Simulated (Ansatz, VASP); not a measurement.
Two plane-wave programs on TiH3

```
Ti H
1.0
    -1.85924    1.85924    1.85924
     1.85924   -1.85924    1.85924
     1.85924    1.85924   -1.85924
Ti H
1 3
Direct
  0.00000 0.00000 0.00000
  0.00000 0.50000 0.50000
  0.50000 0.00000 0.50000
  0.50000 0.50000 0.00000
```

The cell was built by a generator and needn't be a form met in nature.

Alike in both runs: task single point; functional PBE; k mesh 18 × 18 × 18; occupations gaussian, width 0.1 eV; no spin polarisation.

```csv
,VASP,Ansatz
version,VASP 6.6.1,Ansatz 0.2.0
potentials or method,"VASP PAW PBE potentials, release 64 (Ti_sv, H)","scalar-relativistic, plane waves, PAW"
plane-wave cutoff (eV),520,420
valence electrons in the cell,15,15
```

|  | VASP | Ansatz | Ansatz less VASP |
| --- | --- | --- | --- |
| gap on the k mesh at the Fermi level (eV) | none | none | - |
| pressure (GPa) | -0.1 | 0.0 | +0.10 |

A gap of «none» marks a metal or a gap that the smearing closes.
